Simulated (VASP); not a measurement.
ZrSe2:

```
CELL_PARAMETERS angstrom
3.79800 0.00000 0.00000
-1.89900 3.28916 0.00000
0.00000 0.00000 6.19200
ATOMIC_POSITIONS crystal
Zr 0.00000 0.00000 0.00000
Se 0.66667 0.33333 0.75000
Se 0.33333 0.66667 0.25000
```

* Program: VASP 6.6.1
* Task: single point
* Functional: PBE
* Potentials or basis: VASP PAW PBE potentials, release 64 (Zr_sv, Se)
* Cutoff: 520 eV
* k mesh: 8 × 8 × 5
* Occupations: fermi-dirac, width 0.05 eV
* Spin: no spin polarisation

On this cell: pressure 2.0 GPa; largest force 0.301 eV/Å; band gap on the k mesh 0.41 eV, indirect (least direct gap 1.05 eV).

The same run follows on a disturbed copy (atoms moved at random, drawn with an rms of 0.05 Å):

```xyz
3
Lattice="3.7980 0.0000 0.0000 -1.8990 3.2892 0.0000 0.0000 0.0000 6.1920" Properties=species:S:1:pos:R:3 pbc="T T T"
Zr    0.0364   -0.0011   -0.0010
Se    1.9216    1.0763    4.6344
Se    0.0024    2.2215    1.5591
```

**Question.** What changes?

**Answer.** The energy moves by +0.0 meV/atom; pressure 1.6 GPa; largest force 0.271 eV/Å; band gap on the k mesh 0.35 eV, indirect (least direct gap 1.03 eV).

Forces in eV/Å, atoms in the order of the input:
```
Zr  -0.069  0.014  0.011
Se  -0.031  0.143 -0.209
Se   0.100 -0.157  0.198
```

Stress tensor (GPa, compression positive):
```
 1.43 -0.14  0.41
-0.14  0.75 -0.93
 0.41 -0.93  2.63
```

Caveats: an odd mesh through Γ misses points on the zone boundary, where band edges often lie; this functional lacks dispersion, which binds the layers, so the pressure and a relaxed spacing across them are unreliable (some runs).
